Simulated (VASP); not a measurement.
# SnSe in VASP: a series of runs

The runs below take SnSe through single point, with PBE.

Program: VASP 6.6.1. These are calculated values, not measurements. Logs are shortened: lines on timing, memory, paths and dates and some standing lists are left out, and cuts for length are marked.

### Step 1. The structure

The cell holds a slab with vacuum, 4 atoms: a = 4.285 Å, b = 4.285 Å, c = 14.809 Å, α = 90.00°, β = 90.00°, γ = 90.00°.

### Step 2. Single point, PBE

INCAR

```
SYSTEM = SnSe
ALGO     = Normal         ! electronic algorithm
DIPOL    = 0.5 0.5 0.500
EDIFF    = 1E-5           ! SCF threshold, eV
ENCUT    = 400            ! plane-wave cutoff, eV
GGA      = PE             ! functional
IDIPOL   = 3            
ISIF     = 2              ! what is computed and relaxed
ISMEAR   = 0              ! smearing method
LASPH    = .TRUE.         ! aspherical terms in the spheres
LCHARG   = .FALSE.        ! write CHGCAR
LDIPOL   = .TRUE.       
LREAL    = .FALSE.        ! projectors in reciprocal space
LVACPOTAV= .TRUE.       
LVHAR    = .TRUE.       
LWAVE    = .FALSE.        ! write WAVECAR
NBANDS   = 32             ! bands
NELM     = 120            ! most SCF steps
PREC     = Accurate       ! precision mode
SIGMA    = 0.05           ! smearing width, eV
```

KPOINTS

```
k-points
0
G
  5 5 1
  0 0 0
```

POSCAR

```
SnSe
1.0
    4.2853274200      0.0000000000      0.0000000000
    0.0000000000      4.2853274200      0.0000000000
    0.0000000000      0.0000000000     14.8085810303
Sn Se
2 2
Direct
    0.5000000000      0.0000000000      0.4051704878
    0.0000000000      0.5000000000      0.5948295122
    0.0000000000      0.5000000000      0.4138773454
    0.5000000000      0.0000000000      0.5861226546
```

Potentials or basis: VASP PAW PBE potentials, release 64 (Sn_d, Se).

On the command line:

```
$ cat potpaw_PBE.64/Sn_d/POTCAR potpaw_PBE.64/Se/POTCAR > POTCAR
$ mpirun -np 1 vasp_std > vasp.out
```

OUTCAR:

```text
SYSTEM = SnSe
   EDIFF = 1E-5
   ENCUT = 400
   GGA = PE
   ISIF = 2
   ISMEAR = 0
   LASPH = .TRUE.
   LREAL = .FALSE.
   NELM = 120
   PREC = Accurate

 Found      6 irreducible k-points:

 Following reciprocal coordinates:
            Coordinates               Weight
  0.000000  0.000000  0.000000      1.000000
  0.200000  0.000000  0.000000      4.000000
  0.400000  0.000000  0.000000      4.000000
  0.200000  0.200000  0.000000      4.000000
  0.400000  0.200000  0.000000      8.000000
  0.400000  0.400000  0.000000      4.000000
   k-points           NKPTS =      6   k-points in BZ     NKDIM =      6   number of bands    NBANDS=     32
   number of dos      NEDOS =    301   number of ions     NIONS =      4
   total plane-waves  NPLWV =  76832
   dimension x,y,z NGX =    28 NGY =   28 NGZ =   98
   dimension x,y,z NGXF=    56 NGYF=   56 NGZF=  196
   ions per type =               2   2
   NGX,Y,Z   is equivalent  to a cutoff of  10.86, 10.86, 11.00 a.u.
   NGXF,Y,Z  is equivalent  to a cutoff of  21.72, 21.72, 22.00 a.u.
 SYSTEM =  SnSe
   PREC   = accura    normal or accurate (medium, high low for compatibility)
   ISTART =      0    job   : 0-new  1-cont  2-samecut
   ICHARG =      2    charge: 1-file 2-atom 10-const
   ISPIN  =      1    spin polarized calculation?
   LNONCOLLINEAR =      F non collinear calculations
   LSORBIT =      F    spin-orbit coupling
   LASPH  =      T    aspherical Exc in radial PAW
   ENCUT  =  400.0 eV  29.40 Ry    5.42 a.u.   6.99  6.99 24.15*2*pi/ulx,y,z
   NELM   =    120;   NELMIN=  2; NELMDL= -5     # of ELM steps
   EDIFF  = 0.1E-04   stopping-criterion for ELM
   LREAL  =      F    real-space projection
   EDIFFG = 0.1E-03   stopping-criterion for IOM
   NSW    =      0    number of steps for IOM
   IBRION =     -1    ionic relax: 0-MD 1-quasi-New 2-CG
   NFREE  =      0    steps in history (QN), initial steepest desc. (CG)
   ISIF   =      2    stress and relaxation
   ISYM   =      2    0-nonsym 1-usesym 2-fastsym
   POTIM  = 0.5000    time-step for ionic-motion
   TEBEG  =    0.0;   TEEND  =   0.0 temperature during run
   PSTRESS=    0.0 pullay stress
   NELECT =      40.0000    total number of electrons
   NUPDOWN=      -1.0000    fix difference up-down
   EMIN   =  10.00;   EMAX   =-10.00  energy-range for DOS
   EFERMI =   0.00;   METHOD = LEGACY
   ISMEAR =     0;   SIGMA  =   0.05  broadening in eV -4-tet -1-fermi 0-gaus
   EFERMI_NEDOS =   21; number of points for ismear=-14 and -15
   IALGO  =     38    algorithm
   IMIX   =      4    mixing-type and parameters
     AMIX     =   0.40;   BMIX     =  1.00
     AMIX_MAG =   1.60;   BMIX_MAG =  1.00
  volume/ion in A,a.u.               =      67.99       458.79
  Fermi-wavevector in a.u.,A,eV,Ry     =   0.864174  1.633051 10.160777  0.746796
  Thomas-Fermi vector in A             =   1.982232
   LORBIT       =      0    0 simple, 1 ext, 2 COOP (PROOUT), +10 PAW based schemes
   GGA     = PE    functional components
   LHFCALC =     F    Hartree Fock is set to
   AEXX    =    0.0000 exact exchange contribution
   IVDW    =     0    specifies the selected vdW correction
   LEPSILON=     F    determine dielectric tensor
   LRPA    =     F    only Hartree local field effects (RPA)
 non-spin polarized calculation
 Gauss-broadening in eV      SIGMA  =   0.05
  energy-cutoff  :      400.00
  volume of cell :      271.95
 maximum number of plane-waves:      4962
 NGX is ok and might be reduce to    28
   NGX = 13   NGY = 13   NGZ = 49

 dipolmoment           0.000000      0.000000     -0.000000 electrons x Angstroem

 number of electron      40.0000025 magnetization

 dipolmoment           0.000000      0.000000      0.000000 electrons x Angstroem

 Free energy of the ion-electron system (eV)
  ---------------------------------------------------
  ext. energy  EPLUGINS =         0.00000000
  ---------------------------------------------------
  free energy    TOTEN  =       -16.22820973 eV

  energy without entropy =      -16.22820973  energy(sigma->0) =      -16.22820973

 E-fermi :  -0.1686     XC(G=0):  -4.5832

 val. band max:       -0.4608712396   @ k =   0.4000   0.0000   0.0000
 cond. band min:       0.4517941432   @ k =   0.4000   0.0000   0.0000
 fundamental gap:      0.9126653828
 Fermi energy:        -0.1686062425

 k-point     1 :       0.0000    0.0000    0.0000
  band No.  band energies     occupation
      1     -21.7871      2.00000
      2     -21.7817      2.00000
      3     -21.7780      2.00000
      4     -21.7711      2.00000
      5     -21.7629      2.00000
      6     -21.7350      2.00000
      7     -21.7342      2.00000
      8     -21.7342      2.00000
      9     -21.7203      2.00000
     10     -21.7203      2.00000
     11     -13.9645      2.00000
     12     -12.7772      2.00000
     13      -6.8819      2.00000
     14      -5.5914      2.00000
     15      -4.0518      2.00000
     16      -3.6708      2.00000
     17      -3.6708      2.00000
     18      -2.3430      2.00000
     19      -2.3430      2.00000
     20      -0.9331      2.00000
     21       0.9003      0.00000
     22       3.1179      0.00000
     23       3.1449      0.00000
     24       3.7672      0.00000
     25       3.7672      0.00000
     26       4.4575      0.00000
     27       4.6698      0.00000
     28       5.0776      0.00000
     29       5.0776      0.00000
     30       5.1009      0.00000
     31       5.5533      0.00000
     32       6.9550      0.00000

 k-point     2 :       0.2000    0.0000    0.0000
  band No.  band energies     occupation
      1     -21.7837      2.00000
      2     -21.7800      2.00000
      3     -21.7792      2.00000
      4     -21.7746      2.00000
      5     -21.7580      2.00000
      6     -21.7356      2.00000
      7     -21.7338      2.00000
      8     -21.7323      2.00000
      9     -21.7225      2.00000
     10     -21.7212      2.00000
     11     -13.7853      2.00000
     12     -12.7713      2.00000
     13      -7.3768      2.00000
     14      -6.3047      2.00000
     15      -3.9248      2.00000
     16      -3.3715      2.00000
     17      -3.1872      2.00000
     18      -2.1384      2.00000
     19      -1.5465      2.00000
     20      -1.1434      2.00000
     21       1.1080      0.00000
     22       2.0966      0.00000
     23       2.5332      0.00000
     24       3.3517      0.00000
     25       3.4300      0.00000
     26       3.7941      0.00000
     27       4.4352      0.00000
     28       4.7234      0.00000
     29       4.9366      0.00000
     30       5.6960      0.00000
     31       6.2234      0.00000
     32       6.4632      0.00000

 k-point     3 :       0.4000    0.0000    0.0000
  band No.  band energies     occupation
      1     -21.7826      2.00000
      2     -21.7807      2.00000
      3     -21.7780      2.00000
      4     -21.7761      2.00000
      5     -21.7474      2.00000
      6     -21.7391      2.00000
      7     -21.7316      2.00000
      8     -21.7282      2.00000
      9     -21.7271      2.00000
     10     -21.7240      2.00000
     11     -13.3370      2.00000
     12     -12.9097      2.00000
     13      -7.8405      2.00000
     14      -7.4033      2.00000
     15      -3.3146      2.00000
     16      -2.6670      2.00000
     17      -2.5868      2.00000
     18      -1.9332      2.00000
     19      -1.3428      2.00000
     20      -0.4609      2.00000
     21       0.4518      0.00000
     22       1.3330      0.00000
     23       1.7095      0.00000
     24       1.8833      0.00000
     25       2.0034      0.00000
     26       3.1006      0.00000
     27       4.5194      0.00000
     28       5.4508      0.00000
     29       6.0718      0.00000
     30       6.2890      0.00000
     31       7.0783      0.00000
     32       7.0927      0.00000

 k-point     4 :       0.2000    0.2000    0.0000
  band No.  band energies     occupation
      1     -21.7830      2.00000
      2     -21.7799      2.00000
      3     -21.7798      2.00000
      4     -21.7763      2.00000
      5     -21.7525      2.00000
      6     -21.7360      2.00000
      7     -21.7359      2.00000
      8     -21.7290      2.00000
      9     -21.7260      2.00000
     10     -21.7204      2.00000
     11     -13.6167      2.00000
     12     -12.7548      2.00000
     13      -7.4438      2.00000
     14      -6.5583      2.00000
     15      -4.4080      2.00000
     16      -3.7248      2.00000
     17      -2.9448      2.00000
     18      -2.1128      2.00000
     19      -1.1639      2.00000
     20      -0.9503      2.00000
     21       1.2618      0.00000
     22       1.3061      0.00000
     23       1.7252      0.00000
     24       3.5265      0.00000
     25       3.6444      0.00000
     26       4.2304      0.00000
     27       4.3087      0.00000
     28       5.1899      0.00000
     29       5.3841      0.00000
     30       5.9386      0.00000
     31       6.3099      0.00000
     32       7.3333      0.00000

 k-point     5 :       0.4000    0.2000    0.0000
  band No.  band energies     occupation
      1     -21.7877      2.00000
      2     -21.7868      2.00000
      3     -21.7738      2.00000
      4     -21.7724      2.00000
      5     -21.7436      2.00000
      6     -21.7382      2.00000
      7     -21.7353      2.00000
      8     -21.7308      2.00000
      9     -21.7250      2.00000
     10     -21.7218      2.00000
     11     -13.2084      2.00000
     12     -12.8482      2.00000
     13      -7.5747      2.00000
     14      -7.2203      2.00000
     15      -4.2608      2.00000
     16      -3.3817      2.00000
     17      -3.0227      2.00000
     18      -2.3862      2.00000
     19      -2.1048      2.00000
     20      -1.2089      2.00000
     21       1.0862      0.00000
     22       2.1931      0.00000
     23       2.3078      0.00000
     24       2.7076      0.00000
     25       3.6131      0.00000
     26       4.2056      0.00000
     27       4.8023      0.00000
     28       5.0901      0.00000
     29       6.0820      0.00000
     30       6.1263      0.00000
     31       6.6488      0.00000
     32       7.1817      0.00000

 k-point     6 :       0.4000    0.4000    0.0000
  band No.  band energies     occupation
      1     -21.7955      2.00000
      2     -21.7954      2.00000
      3     -21.7676      2.00000
      4     -21.7671      2.00000
      5     -21.7390      2.00000
      6     -21.7387      2.00000
      7     -21.7368      2.00000
      8     -21.7336      2.00000
      9     -21.7220      2.00000
     10     -21.7208      2.00000
     11     -12.9372      2.00000
     12     -12.7891      2.00000
     13      -6.9636      2.00000
     14      -6.8736      2.00000
     15      -5.2846      2.00000
     16      -4.6080      2.00000
     17      -3.7273      2.00000
     18      -3.1453      2.00000
     19      -2.5255      2.00000
     20      -2.1568      2.00000
     21       2.3893      0.00000
     22       3.0329      0.00000
     23       3.6974      0.00000
     24       4.1824      0.00000
     25       4.2347      0.00000
     26       4.5044      0.00000
     27       4.9068      0.00000
     28       5.6057      0.00000
     29       6.0442      0.00000
     30       6.5064      0.00000
     31       7.0434      0.00000
     32       7.2788      0.00000

------------------------ aborting loop because EDIFF is reached ----------------------------------------

  FORCE on cell =-STRESS in cart. coord.  units (eV):
  Direction    XX          YY          ZZ          XY          YZ          ZX
  --------------------------------------------------------------------------------------
  -------------------------------------------------------------------------------------
  Total        0.7407085      0.7407085      1.0522203      0.0000000      0.0000000      0.0000000
  in kB        4.3639168      4.3639168      6.1992019      0.0000000      0.0000000      0.0000000
  external PRESSURE =       4.9756785 kB  Pullay stress =       0.0000000 kB

 VOLUME and BASIS-vectors are now :
 -----------------------------------------------------------------------------
  energy-cutoff  :      400.00
  volume of cell :      271.95
      direct lattice vectors                 reciprocal lattice vectors
     4.285327420  0.000000000  0.000000000     0.233354398  0.000000000  0.000000000
     0.000000000  4.285327420  0.000000000     0.000000000  0.233354398  0.000000000
     0.000000000  0.000000000 14.808581030     0.000000000  0.000000000  0.067528415

 POSITION                                       TOTAL-FORCE (eV/Angst)
 -----------------------------------------------------------------------------------
      2.14266      0.00000      6.00000        -0.000000     -0.000000     -0.169652
      0.00000      2.14266      8.80858         0.000000     -0.000000      0.169652
      0.00000      2.14266      6.12894         0.000000      0.000000     -0.245386
      2.14266      0.00000      8.67964         0.000000     -0.000000      0.245386
 -----------------------------------------------------------------------------------
    total drift:                                0.000000      0.000000      0.000000

  FREE ENERGIE OF THE ION-ELECTRON SYSTEM (eV)
  ---------------------------------------------------
  free  energy   TOTEN  =       -16.2282097337 eV

  energy  without entropy=      -16.2282097337  energy(sigma->0) =      -16.22820973

 vacuum level on the upper side and lower side of the slab         3.818         3.818
```

It took 50 s on 1 thread of Intel Xeon Platinum 8259CL at 2.50GHz (Skylake/Cascade Lake), shared host; peak memory 0.26 GiB.

These settings aren't checked as converged: the numbers below hold their error.

What came out:

```
Free energy                            : -16.2282 eV
Largest force                          : 0.245 eV/Å
Band gap on the k mesh                 : 0.91 eV, direct
Ionisation potential of the upper face : 4.28 eV
```

Caveat: spin-orbit coupling is left out, which moves the levels of the heavy elements.

### Step 3. Single point, PBE

This run uses another cell than the first one, of 49.62 Å³/atom, 0.730 times its volume.

INCAR, as its differences from that of step 2:

```diff
@@ -3,3 +3,3 @@
 DIPOL    = 0.5 0.5 0.500
-EDIFF    = 1E-5           ! SCF threshold, eV
+EDIFF    = 1E-7           ! SCF threshold, eV
 ENCUT    = 400            ! plane-wave cutoff, eV
```

KPOINTS

```
k-points
0
G
  7 7 1
  0 0 0
```

POSCAR

```
SnSe
1.0
    4.2853274200      0.0000000000      0.0000000000
    0.0000000000      4.2853274200      0.0000000000
    0.0000000000      0.0000000000     10.8085810303
Sn Se
2 2
Direct
    0.5000000000      0.0000000000      0.3700763300
    0.0000000000      0.5000000000      0.6299236700
    0.0000000000      0.5000000000      0.3820053894
    0.5000000000      0.0000000000      0.6179946106
```

Potentials or basis: VASP PAW PBE potentials, release 64 (Sn_d, Se).

On the command line:

```
$ cat potpaw_PBE.64/Sn_d/POTCAR potpaw_PBE.64/Se/POTCAR > POTCAR
$ mpirun -np 1 vasp_std > vasp.out
```

Run time: 54 s. Hardware: 1 thread of Intel Xeon Platinum 8259CL at 2.50GHz (Skylake/Cascade Lake), shared host; peak memory 0.23 GiB.

These settings aren't checked as converged: the numbers below hold their error.

What came out:

| Item | Value |
| --- | --- |
| Free energy | -16.2473 eV |
| Largest force | 0.237 eV/Å |
| Band gap on the k mesh | 0.99 eV, direct |

Caveat: spin-orbit coupling is left out, which moves the levels of the heavy elements.
